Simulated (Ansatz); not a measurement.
# SnO: a line through a two-coordinate scan

Aim: follow the energy of SnO (Pmn2_1, No. 31; 4 atoms in the cell) along one coordinate, volume per atom, with the other held at stretch along a over the lengths across it = 1.129.

Computed with Ansatz 0.2.0 (DFT PBE+D3(BJ), scalar-relativistic, plane waves, PAW, unless a step's input says otherwise).

17 further runs of the same task are left out: 1 that didn't finish, 16 set aside as unsound or not needed.

## (1) The structure to begin with

Symmetry: Pmn2_1, No. 31, orthorhombic system. Conventional cell: a = 3.348 Å, b = 5.722 Å, c = 3.912 Å, α = 90.00°, β = 90.00°, γ = 90.00°. Sn (site symmetry m) is surrounded by 3 O at 2.15 to 2.16 Å. O (site symmetry m) is surrounded by 3 Sn at 2.15 to 2.16 Å.

Structure file:

```xyz
4
Lattice="3.3475 0.0000 0.0000 0.0000 5.7221 0.0000 0.0000 0.0000 3.9125" Properties=species:S:1:pos:R:3 pbc="T T T"
Sn    0.0000    1.3419    2.0619
Sn    1.6738    4.3802    0.1056
O     0.0000    5.0560    2.8288
O     1.6738    0.6660    0.8725
```

It goes back to an entry of the Materials Project, which need not be the stable form.

This cell was relaxed beforehand with the same method: volume 18.74 Å³/atom, gap on the mesh 1.32 eV.

## (2) Plan of the line

The energy is mapped over volume and the cell's shape.

First coordinate, volume per atom: 7 values from 16.49 to 20.98 Å³. Second coordinate, stretch along a over the lengths across it, relative to the relaxed cell: 7 values from 0.834 to 1.200.

Nothing else is relaxed (fractional coordinates fixed). Energies count from the relaxed crystal. Points are written as (first, second).

## (3) Grid point (16.49 Å³, 1.129)

input.yaml

```yaml
crystal:
  lattice:
    - [3.4780972083, 0.0, 0.0]
    - [0.0, 5.2659822083, 0.0]
    - [0.0, 0.0, 3.6006468331]
  atoms:
    - { symbol: Sn, position: [0.0, 0.2345104856, 0.5269946555] }
    - { symbol: Sn, position: [0.5, 0.7654895144, 0.0269946555] }
    - { symbol: O, position: [0.0, 0.8836051479, 0.7230063445] }
    - { symbol: O, position: [0.5, 0.1163948521, 0.2230063445] }
basis:
  ecutwfc: 520.0
kpoints:
  mp_grid: { grid: [10, 6, 8] }
hamiltonian:
  xc: pbe
  dispersion: d3bj
scf:
  occupations: { method: gaussian, width: 0.05 }
output:
  forces: true
  stress: true
  eigenvalues: true
```

The run is started by

```
ansatz run input.yaml --threads 1 --pin off --max-ram 2048MiB --backend cpu --events-out ev --progress --plain --runs-dir out
```

The log of the run, cut to the lines that bear on the results:

```text
Warning: RAYON_NUM_THREADS=1 ignored (pool sized by the plan → 1); use --threads N
[...]
Pseudopotentials: kind: paw
Pseudopotential: Sn, paw, valence charge 14, recommended cutoff 420 eV (normal), Sn.paw.azcp
Pseudopotential: O, paw, valence charge 6, recommended cutoff 420 eV (normal), O.paw.azcp
Functional definition: PBE
[...]
Crystal: 4 atoms, lattice volume = 65.948 Å³
Basis set: ecut = 520 eV, 1807 PW (Γ), exchange–correlation on 54×80×54 points (8 copies of the dense FFT grid, shifted against one another)
Bands: 24, of which v1, the nominal top of the filled ones, is band 20 counted from 1 (19 counted from 0)
Symmetry: 4 space group operations
Space group: Pmn21 (ITA 31), of the structure as read, at distance tolerance 4.0e-5 Å
k-points: 120 of 480 (time reversal used)
[...]
SCF iter   1: F=—  HF=-13183.492047 eV  |F-HF|=—  |Δ(HF+E_count)|=         —  Δρ=3.27e-3  dr2=5.65e-3  ethr=1.77e-3  ⟨swp⟩=6.2  Hψ=13507  notcnv=0
[...]
SCF iter   6: F=-13183.491983 eV  HF=-13183.491983 eV  |F-HF|=4.79e-9  |Δ(HF+E_count)|=   2.55e-7  Δρ=6.24e-6  dr2=1.52e-8  ethr=2.50e-10  ⟨swp⟩=6.7  Hψ=13834  notcnv=0
[...]
SCF converged after 6 iterations
Free energy (F): -13183.491983 eV
[...]
E sigma→0 (E₀):  -13183.491983 eV
Fermi energy:    11.026355 eV
[...]
--- Forces (eV/Å), atoms counted from 1 ---
  atom   1  Sn     0.00000000     2.70184518    -0.15170176
  atom   2  Sn     0.00000000    -2.70184518    -0.15170176
  atom   3  O      0.00000000    -1.28709488     0.15175003
  atom   4  O      0.00000000     1.28709488     0.15175003
[...]
--- Stress (GPa, compression-positive) ---
        6.779961       0.000000       0.000000
        0.000000      24.251719       0.000000
        0.000000       0.000000       9.653235
  P = ⅓ Tr σ = 13.5616 GPa (135.616 kbar)
--- Band table (eV; the first three rows and the last of 120) ---
  k-point 0: bands = ["-11.5430", "-10.9475", "-10.8547", "-10.8369", "-10.7834", "-10.7446", "-10.6888", "-10.6738", "-10.5960", "-10.5629", "-9.6448", "-7.0093", "2.3429", "3.8044", "4.8669", "5.4680", "5.9340", "6.8751", "7.6471", "10.5612", "13.4801", "13.8768", "17.2857", "17.3590"]
[...]
```

Wall time 11 s (1 thread of Intel Xeon 6975P-C (Granite Rapids), shared host); peak memory 0.52 GiB.

On the map this point reads 124 meV/atom.

## (4) Point (17.24 Å³, 1.129)

Edit input.yaml of step 3 so:

```diff
@@ -2,5 +2,5 @@
   lattice:
-    - [3.4780972083, 0.0, 0.0]
-    - [0.0, 5.2659822083, 0.0]
-    - [0.0, 0.0, 3.6006468331]
+    - [3.5300571004, 0.0, 0.0]
+    - [0.0, 5.3446516217, 0.0]
+    - [0.0, 0.0, 3.6544375151]
   atoms:
```

The run is started by

```
ansatz run input.yaml --threads 1 --pin off --max-ram 2048MiB --backend cpu --events-out ev --progress --plain --runs-dir out
```

The log of the run, cut to the lines that bear on the results:

```text
[...]
SCF converged after 6 iterations
Free energy (F): -13183.690467 eV
[...]
E sigma→0 (E₀):  -13183.690467 eV
Fermi energy:    10.277172 eV
[...]
--- Forces (eV/Å), atoms counted from 1 ---
  atom   1  Sn    -0.00000000     1.82055626    -0.21584924
  atom   2  Sn    -0.00000000    -1.82055626    -0.21584924
  atom   3  O      0.00000000    -0.98595844     0.21587657
  atom   4  O      0.00000000     0.98595844     0.21587657
[...]
--- Stress (GPa, compression-positive) ---
        1.503366      -0.000000       0.000000
       -0.000000      16.480572      -0.000000
        0.000000      -0.000000       5.571697
  P = ⅓ Tr σ = 7.8519 GPa (78.519 kbar)
--- Band table (eV; the first three rows and the last of 120) ---
  k-point 0: bands = ["-12.0463", "-11.5348", "-11.4995", "-11.4680", "-11.4365", "-11.3997", "-11.3446", "-11.3308", "-11.2666", "-11.2336", "-9.9754", "-7.5967", "1.8913", "3.2983", "4.4768", "4.9073", "5.5346", "6.3965", "7.1579", "9.7734", "12.7810", "13.0610", "16.3788", "16.5205"]
[...]
```

Wall time 10 s (1 thread of Intel Xeon 6975P-C (Granite Rapids), shared host); peak memory 0.53 GiB.

On the map this point reads 74 meV/atom.

## (5) The run at (17.99 Å³, 1.129)

Edit input.yaml of step 4 so:

```diff
@@ -2,5 +2,5 @@
   lattice:
-    - [3.5300571004, 0.0, 0.0]
-    - [0.0, 5.3446516217, 0.0]
-    - [0.0, 0.0, 3.6544375151]
+    - [3.5804644513, 0.0, 0.0]
+    - [0.0, 5.420970424, 0.0]
+    - [0.0, 0.0, 3.7066209527]
   atoms:
```

The run is started by

```
ansatz run input.yaml --threads 1 --pin off --max-ram 2048MiB --backend cpu --events-out ev --progress --plain --runs-dir out
```

The log of the run, cut to the lines that bear on the results:

```text
[...]
SCF converged after 6 iterations
Free energy (F): -13183.793016 eV
[...]
E sigma→0 (E₀):  -13183.793016 eV
Fermi energy:    9.594544 eV
[...]
--- Forces (eV/Å), atoms counted from 1 ---
  atom   1  Sn    -0.00000000     1.06608138    -0.27174885
  atom   2  Sn    -0.00000000    -1.06608138    -0.27174885
  atom   3  O      0.00000000    -0.73352722     0.27176826
  atom   4  O      0.00000000     0.73352722     0.27176826
[...]
--- Stress (GPa, compression-positive) ---
       -2.671676       0.000000       0.000000
        0.000000      10.191383       0.000000
        0.000000       0.000000       2.332894
  P = ⅓ Tr σ = 3.2842 GPa (32.842 kbar)
--- Band table (eV; the first three rows and the last of 120) ---
  k-point 0: bands = ["-12.5283", "-12.1107", "-12.0984", "-12.0488", "-12.0422", "-12.0086", "-11.9529", "-11.9386", "-11.8872", "-11.8541", "-10.2556", "-8.1186", "1.4761", "2.8140", "4.1245", "4.4157", "5.1713", "5.9620", "6.7122", "9.0530", "12.1348", "12.3135", "15.5429", "15.6517"]
[...]
```

Run time: 11 s. Hardware: 1 thread of Intel Xeon 6975P-C (Granite Rapids), shared host; peak memory 0.54 GiB.

That is 49 meV/atom from the zero.

## (6) Grid point (18.74 Å³, 1.129)

Edit input.yaml of step 5 so:

```diff
@@ -2,5 +2,5 @@
   lattice:
-    - [3.5804644513, 0.0, 0.0]
-    - [0.0, 5.420970424, 0.0]
-    - [0.0, 0.0, 3.7066209527]
+    - [3.6295259093, 0.0, 0.0]
+    - [0.0, 5.4952514891, 0.0]
+    - [0.0, 0.0, 3.7574110752]
   atoms:
```

The run is started by

```
ansatz run input.yaml --threads 1 --pin off --max-ram 2048MiB --backend cpu --events-out ev --progress --plain --runs-dir out
```

The log of the run, cut to the lines that bear on the results:

```text
[...]
SCF converged after 6 iterations
Free energy (F): -13183.818869 eV
[...]
E sigma→0 (E₀):  -13183.818869 eV
Fermi energy:    8.969048 eV
[...]
--- Forces (eV/Å), atoms counted from 1 ---
  atom   1  Sn     0.00000000     0.41667527    -0.32068212
  atom   2  Sn     0.00000000    -0.41667527    -0.32068212
  atom   3  O      0.00000000    -0.52071508     0.32069377
  atom   4  O      0.00000000     0.52071508     0.32069377
[...]
--- Stress (GPa, compression-positive) ---
       -5.986646       0.000000       0.000000
        0.000000       5.074015       0.000000
        0.000000       0.000000      -0.248746
  P = ⅓ Tr σ = -0.3871 GPa (-3.871 kbar)
--- Band table (eV; the first three rows and the last of 120) ---
  k-point 0: bands = ["-12.9912", "-12.6612", "-12.6573", "-12.6067", "-12.5908", "-12.5767", "-12.5200", "-12.5043", "-12.4644", "-12.4312", "-10.5031", "-8.5852", "1.0912", "2.3488", "3.8041", "3.9831", "4.8385", "5.5648", "6.3034", "8.3916", "11.5339", "11.6249", "14.7684", "14.8484"]
[...]
```

It took 11 s on 1 thread of Intel Xeon 6975P-C (Granite Rapids), shared host; peak memory 0.55 GiB.

Energy on the map's scale: 42 meV/atom.

## (7) Point (19.48 Å³, 1.129)

Edit input.yaml of step 6 so:

```diff
@@ -2,5 +2,5 @@
   lattice:
-    - [3.6295259093, 0.0, 0.0]
-    - [0.0, 5.4952514891, 0.0]
-    - [0.0, 0.0, 3.7574110752]
+    - [3.677290783, 0.0, 0.0]
+    - [0.0, 5.5675694721, 0.0]
+    - [0.0, 0.0, 3.8068589286]
   atoms:
```

The run is started by

```
ansatz run input.yaml --threads 1 --pin off --max-ram 2048MiB --backend cpu --events-out ev --progress --plain --runs-dir out
```

The log of the run, cut to the lines that bear on the results:

```text
Warning: RAYON_NUM_THREADS=1 ignored (pool sized by the plan → 1); use --threads N
[...]
Pseudopotentials: kind: paw
Pseudopotential: Sn, paw, valence charge 14, recommended cutoff 420 eV (normal), Sn.paw.azcp
Pseudopotential: O, paw, valence charge 6, recommended cutoff 420 eV (normal), O.paw.azcp
Functional definition: PBE
[...]
Crystal: 4 atoms, lattice volume = 77.940 Å³
Basis set: ecut = 520 eV, 2099 PW (Γ), exchange–correlation on 60×90×60 points (8 copies of the dense FFT grid, shifted against one another)
Bands: 24, of which v1, the nominal top of the filled ones, is band 20 counted from 1 (19 counted from 0)
Symmetry: 4 space group operations
Space group: Pmn21 (ITA 31), of the structure as read, at distance tolerance 4.3e-5 Å
k-points: 120 of 480 (time reversal used)
[...]
SCF iter   1: F=—  HF=-13183.783858 eV  |F-HF|=—  |Δ(HF+E_count)|=         —  Δρ=2.02e-3  dr2=3.81e-3  ethr=1.77e-3  ⟨swp⟩=6.2  Hψ=13759  notcnv=0
[...]
SCF iter   6: F=-13183.783021 eV  HF=-13183.783021 eV  |F-HF|=2.84e-9  |Δ(HF+E_count)|=   1.94e-7  Δρ=5.47e-6  dr2=1.84e-8  ethr=2.50e-10  ⟨swp⟩=6.5  Hψ=12965  notcnv=0
[...]
SCF converged after 6 iterations
Free energy (F): -13183.783021 eV
[...]
E sigma→0 (E₀):  -13183.783021 eV
Fermi energy:    8.394576 eV
[...]
--- Forces (eV/Å), atoms counted from 1 ---
  atom   1  Sn     0.00000000    -0.14310848    -0.36343107
  atom   2  Sn     0.00000000     0.14310848    -0.36343107
  atom   3  O      0.00000000    -0.34088955     0.36344038
  atom   4  O      0.00000000     0.34088955     0.36344038
[...]
--- Stress (GPa, compression-positive) ---
       -8.610962       0.000000       0.000000
        0.000000       0.907517       0.000000
        0.000000       0.000000      -2.303484
  P = ⅓ Tr σ = -3.3356 GPa (-33.356 kbar)
--- Band table (eV; the first three rows and the last of 120) ---
[... band rows left out ...]
[...]
```

Wall time 11 s (1 thread of Intel Xeon 6975P-C (Granite Rapids), shared host); peak memory 0.56 GiB.

On the map this point reads 51 meV/atom.

## (8) Grid point (20.23 Å³, 1.129)

Edit input.yaml of step 7 so:

```diff
@@ -2,5 +2,5 @@
   lattice:
-    - [3.677290783, 0.0, 0.0]
-    - [0.0, 5.5675694721, 0.0]
-    - [0.0, 0.0, 3.8068589286]
+    - [3.7238177557, 0.0, 0.0]
+    - [0.0, 5.6380132222, 0.0]
+    - [0.0, 0.0, 3.8550252641]
   atoms:
```

The run is started by

```
ansatz run input.yaml --threads 1 --pin off --max-ram 2048MiB --backend cpu --events-out ev --progress --plain --runs-dir out
```

The log of the run, cut to the lines that bear on the results:

```text
Warning: RAYON_NUM_THREADS=1 ignored (pool sized by the plan → 1); use --threads N
[...]
Pseudopotentials: kind: paw
Pseudopotential: Sn, paw, valence charge 14, recommended cutoff 420 eV (normal), Sn.paw.azcp
Pseudopotential: O, paw, valence charge 6, recommended cutoff 420 eV (normal), O.paw.azcp
Functional definition: PBE
[...]
Crystal: 4 atoms, lattice volume = 80.936 Å³
Basis set: ecut = 520 eV, 2171 PW (Γ), exchange–correlation on 60×90×60 points (8 copies of the dense FFT grid, shifted against one another)
Bands: 24, of which v1, the nominal top of the filled ones, is band 20 counted from 1 (19 counted from 0)
Symmetry: 4 space group operations
Space group: Pmn21 (ITA 31), of the structure as read, at distance tolerance 4.3e-5 Å
k-points: 120 of 480 (time reversal used)
[...]
SCF iter   1: F=—  HF=-13183.699228 eV  |F-HF|=—  |Δ(HF+E_count)|=         —  Δρ=1.94e-3  dr2=4.17e-3  ethr=1.77e-3  ⟨swp⟩=6.1  Hψ=13639  notcnv=0
[...]
SCF iter   6: F=-13183.697928 eV  HF=-13183.697928 eV  |F-HF|=1.07e-8  |Δ(HF+E_count)|=   3.04e-7  Δρ=6.89e-6  dr2=2.91e-8  ethr=2.50e-10  ⟨swp⟩=6.6  Hψ=13103  notcnv=0
[...]
SCF converged after 6 iterations
Free energy (F): -13183.697928 eV
[...]
E sigma→0 (E₀):  -13183.697928 eV
Fermi energy:    7.865633 eV
[...]
--- Forces (eV/Å), atoms counted from 1 ---
  atom   1  Sn    -0.00000000    -0.62331657    -0.39960856
  atom   2  Sn     0.00000000     0.62331657    -0.39960856
  atom   3  O      0.00000000    -0.18818640     0.39961164
  atom   4  O     -0.00000000     0.18818640     0.39961164
[...]
--- Stress (GPa, compression-positive) ---
      -10.632349       0.000000       0.000000
        0.000000      -2.454727       0.000000
        0.000000       0.000000      -3.901538
  P = ⅓ Tr σ = -5.6629 GPa (-56.629 kbar)
--- Band table (eV; the first three rows and the last of 120) ---
[... band rows left out ...]
[...]
```

It took 12 s on 1 thread of Intel Xeon 6975P-C (Granite Rapids), shared host; peak memory 0.56 GiB.

Energy on the map's scale: 72 meV/atom.

## (9) Changing settings: lower_state_search standard

Edit input.yaml of step 8 so:

```diff
@@ -19,5 +19,6 @@
   occupations: { method: gaussian, width: 0.05 }
+  lower_state_search: standard
 output:
   forces: true
+  eigenvalues: true
   stress: true
-  eigenvalues: true
```

The run is started by

```
ansatz run input.yaml --threads 1 --pin off --max-ram 2048MiB --backend cpu --events-out ev --progress --plain --runs-dir out
```

The log of the run, cut to the lines that bear on the results:

```text
Warning: RAYON_NUM_THREADS=1 ignored (pool sized by the plan → 1); use --threads N
[...]
Pseudopotentials: kind: paw
Pseudopotential: Sn, paw, valence charge 14, recommended cutoff 420 eV (normal), Sn.paw.azcp
Pseudopotential: O, paw, valence charge 6, recommended cutoff 420 eV (normal), O.paw.azcp
Functional definition: PBE
[...]
Crystal: 4 atoms, lattice volume = 80.936 Å³
Basis set: ecut = 520 eV, 2171 PW (Γ), exchange–correlation on 60×90×60 points (8 copies of the dense FFT grid, shifted against one another)
Bands: 24, of which v1, the nominal top of the filled ones, is band 20 counted from 1 (19 counted from 0)
Symmetry: 4 space group operations
Space group: Pmn21 (ITA 31), of the structure as read, at distance tolerance 4.3e-5 Å
k-points: 120 of 480 (time reversal used)
[...]
SCF iter   1: F=—  HF=-13183.699228 eV  |F-HF|=—  |Δ(HF+E_count)|=         —  Δρ=1.94e-3  dr2=4.17e-3  ethr=1.77e-3  ⟨swp⟩=6.1  Hψ=13639  notcnv=0
[...]
SCF iter   6: F=-13183.697928 eV  HF=-13183.697928 eV  |F-HF|=1.07e-8  |Δ(HF+E_count)|=   3.04e-7  Δρ=6.89e-6  dr2=2.91e-8  ethr=2.50e-10  ⟨swp⟩=6.6  Hψ=13103  notcnv=0
[...]
SCF converged after 6 iterations
Free energy (F): -13183.697928 eV
[...]
E sigma→0 (E₀):  -13183.697928 eV
Fermi energy:    7.865633 eV
[...]
--- Forces (eV/Å), atoms counted from 1 ---
  atom   1  Sn    -0.00000000    -0.62331657    -0.39960856
  atom   2  Sn     0.00000000     0.62331657    -0.39960856
  atom   3  O      0.00000000    -0.18818640     0.39961164
  atom   4  O     -0.00000000     0.18818640     0.39961164
[...]
--- Stress (GPa, compression-positive) ---
      -10.632349       0.000000       0.000000
        0.000000      -2.454727       0.000000
        0.000000       0.000000      -3.901538
  P = ⅓ Tr σ = -5.6629 GPa (-56.629 kbar)
--- Band table (eV; the first three rows and the last of 120) ---
[... band rows left out ...]
[...]
```

Wall time 12 s (1 thread of Intel Xeon 6975P-C (Granite Rapids), shared host); peak memory 0.57 GiB.

| run | ending | energy change | pressure (GPa) | gap (eV) | force (eV/Å) | cycles | time |
| --- | --- | --- | --- | --- | --- | --- | --- |
| step 8 | converged | 0 | -5.7 | 1.28 | 0.74 | 6 | 12 s |
| variant | converged | 0.0 meV/atom | -5.7 | 1.28 | 0.74 | 6 | 12 s |

The changed input (search for lower states) leaves the energy the same to the digits printed.

## (10) The run at (20.98 Å³, 1.129)

Edit input.yaml of step 8 so:

```diff
@@ -2,5 +2,5 @@
   lattice:
-    - [3.7238177557, 0.0, 0.0]
-    - [0.0, 5.6380132222, 0.0]
-    - [0.0, 0.0, 3.8550252641]
+    - [3.7692701254, 0.0, 0.0]
+    - [0.0, 5.7068299791, 0.0]
+    - [0.0, 0.0, 3.9020791333]
   atoms:
```

The run is started by

```
ansatz run input.yaml --threads 1 --pin off --max-ram 2048MiB --backend cpu --events-out ev --progress --plain --runs-dir out
```

The log of the run, cut to the lines that bear on the results:

```text
Warning: RAYON_NUM_THREADS=1 ignored (pool sized by the plan → 1); use --threads N
[...]
Pseudopotentials: kind: paw
Pseudopotential: Sn, paw, valence charge 14, recommended cutoff 420 eV (normal), Sn.paw.azcp
Pseudopotential: O, paw, valence charge 6, recommended cutoff 420 eV (normal), O.paw.azcp
Functional definition: PBE
[...]
Crystal: 4 atoms, lattice volume = 83.936 Å³
Basis set: ecut = 520 eV, 2257 PW (Γ), exchange–correlation on 60×90×60 points (8 copies of the dense FFT grid, shifted against one another)
Bands: 24, of which v1, the nominal top of the filled ones, is band 20 counted from 1 (19 counted from 0)
Symmetry: 4 space group operations
Space group: Pmn21 (ITA 31), of the structure as read, at distance tolerance 4.4e-5 Å
k-points: 120 of 480 (time reversal used)
[...]
SCF iter   1: F=—  HF=-13183.577087 eV  |F-HF|=—  |Δ(HF+E_count)|=         —  Δρ=1.91e-3  dr2=4.57e-3  ethr=1.77e-3  ⟨swp⟩=6.1  Hψ=13617  notcnv=0
[...]
SCF iter   6: F=-13183.575745 eV  HF=-13183.575745 eV  |F-HF|=1.35e-8  |Δ(HF+E_count)|=   3.91e-7  Δρ=7.56e-6  dr2=3.51e-8  ethr=2.50e-10  ⟨swp⟩=6.7  Hψ=13349  notcnv=0
[...]
SCF converged after 6 iterations
Free energy (F): -13183.575745 eV
[...]
E sigma→0 (E₀):  -13183.575745 eV
Fermi energy:    7.376376 eV
[...]
--- Forces (eV/Å), atoms counted from 1 ---
  atom   1  Sn    -0.00000000    -1.01114443    -0.41937507
  atom   2  Sn    -0.00000000     1.01114443    -0.41937507
  atom   3  O      0.00000000    -0.05485906     0.41937746
  atom   4  O      0.00000000     0.05485906     0.41937746
[...]
--- Stress (GPa, compression-positive) ---
      -11.803649      -0.000000      -0.000000
       -0.000000      -4.936632      -0.000000
       -0.000000      -0.000000      -4.886413
  P = ⅓ Tr σ = -7.2089 GPa (-72.089 kbar)
--- Band table (eV; the first three rows and the last of 120) ---
[... band rows left out ...]
[...]
```

Run time: 12 s. Hardware: 1 thread of Intel Xeon 6975P-C (Granite Rapids), shared host; peak memory 0.57 GiB.

That is 103 meV/atom from the zero.

## (11) The line in numbers

| volume per atom (Å³) | step | energy (meV/atom) | slope (meV/atom per Å³) | pressure (GPa) | band gap on the k-mesh (eV) | largest force on an atom (eV/Å) |
| --- | --- | --- | --- | --- | --- | --- |
| 16.49 | 3 | 124 | −85 | 13.6 | 0.93 | 2.71 |
| 17.24 | 4 | 74 | −49 | 7.9 | 1.01 | 1.83 |
| 17.99 | 5 | 49 | −20 | 3.3 | 1.08 | 1.10 |
| 18.74 | 6 | 42 | 2 | −0.4 | 1.16 | 0.61 |
| 19.48 | 7 | 51 | 21 | −3.3 | 1.22 | 0.50 |
| 20.23 | 8 | 72 | 35 | −5.7 | 1.28 | 0.74 |
| 20.98 | 10 | 103 | 45 | −7.2 | 1.34 | 1.09 |

Energies count from the relaxed crystal. Slopes come from the forces (and the stress, where the cell changes), not from differences of energies.

```
                                                          run       outcome
step 9, run with lower_state_search standard (against step 8)  0.0 meV/atom
```

In words: The lowest point of the line is at 18.74 Å³, 42 meV/atom from the zero. A fit to energies and slopes at the lowest point and its two neighbours puts the minimum at 18.649 Å³, with a curvature of about 28 meV/atom per (Å³)². V·d²E/dV² there is about 84 GPa, a bulk modulus under this line's constraint. The highest point computed, at 16.49 Å³, lies 82 meV/atom above the lowest. This is one cut through a surface in two coordinates; the map's lowest point lies off it. A rigid map gives upper bounds: relaxing the other coordinates can only lower a point.

The gaps are Kohn-Sham values of a semilocal functional, not quasiparticle or optical gaps. Such gaps usually fall short of the measured ones.
